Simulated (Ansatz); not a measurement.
**Ta under changes of volume**

One of the cells (18.010 Å³/atom); the others are scaled copies at fixed shape and fractional positions:

```
CELL_PARAMETERS angstrom
-1.65128 1.65128 1.65128
1.65128 -1.65128 1.65128
1.65128 1.65128 -1.65128
ATOMIC_POSITIONS crystal
Ta 0.00000 0.00000 0.00000
```

| Property | Result |
| --- | --- |
| Program | Ansatz 0.2.0 |
| Functional | PBE |
| Potentials or basis | SPMS NC |
| Cutoff | 463 eV (not typed: the program's choice for these potentials) |
| k mesh | 11 × 11 × 11 |
| Occupations | fermi-dirac, width 0.05 eV |
| Spin | no spin polarisation |

```csv
volume (Å³/atom),energy over the lowest point (meV/atom),pressure (GPa)
16.930,63.02,17.1
17.290,?,?
17.650,10.60,6.9
18.010,0.67,2.5
18.371,0.00,-1.4
18.731,7.55,-4.9
19.091,22.55,-8.1
```

Question: What does the run at 17.290 Å³/atom give?

Answer: Energy over the lowest point 30.96 meV/atom; pressure 11.7 GPa.

Worked out: A Birch-Murnaghan fit of order 3 (a polynomial in V^(-2/3)) to the other rows has its minimum at 18.22 Å³/atom with B0 = V·E''(V) = 195 GPa and B' = 4.8. It gives 30.98 meV/atom at 17.290 Å³/atom, against the run's 30.96, and -dE/dV = 11.6 GPa, against 11.7.

Energies are extrapolated to zero smearing.
